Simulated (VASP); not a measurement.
Input of a VASP 6.6.1 run:

Contents of INCAR:

```
SYSTEM = NaHF2
  PREC = Accurate
  ENCUT = 520
  EDIFF = 1E-7
  ISMEAR = 0
  SIGMA = 0.1
  LREAL = .False.
  LASPH = .True.
  NELM = 100
  ALGO = Normal
  ISIF = 2
  LWAVE = .False.
  LCHARG = .False.
  GGA = PS
  NBANDS = 19
```

The input KPOINTS:

```
Automatic mesh
0
Gamma
  6 6 6
  0 0 0
```

POSCAR

```
NaHF2
1.0
    1.7284452171      0.9979183114      4.6388706988
   -1.7284452171      0.9979183114      4.6388706988
    0.0000000000     -1.9958366228      4.6388706988
Na H F
1 1 2
Direct
    0.0000000000      0.0000000000      0.0000000000
    0.5000000000      0.5000000000      0.5000000000
    0.4100000000      0.4100000000      0.4100000000
    0.5900000000      0.5900000000      0.5900000000
```

Potentials or basis: VASP PAW PBE potentials, release 64 (Na_pv, H, F).

Run with:

```console
$ cat potpaw_PBE.64/Na_pv/POTCAR potpaw_PBE.64/H/POTCAR potpaw_PBE.64/F/POTCAR > POTCAR
$ mpirun -np 1 vasp_std > vasp.out
```

**Question.** Predict the pressure.

**Answer.** -4.1 GPa.

**Question.** What does it give for the band gap on the k mesh?

**Answer.** 6.60 eV, indirect (least direct gap 6.89 eV).

**Question.** What does it give for the largest force?

**Answer.** 2.287 eV/Å.

Stress tensor (GPa, compression positive):
```
  1.52   0.00   0.00
  0.00   1.52   0.00
  0.00   0.00 -15.29
```

Caveat: the PAW data sets were made with another functional, which shifts forces and pressure a little. A hybrid or GW would open this gap; PBEsol tends to underestimate it.
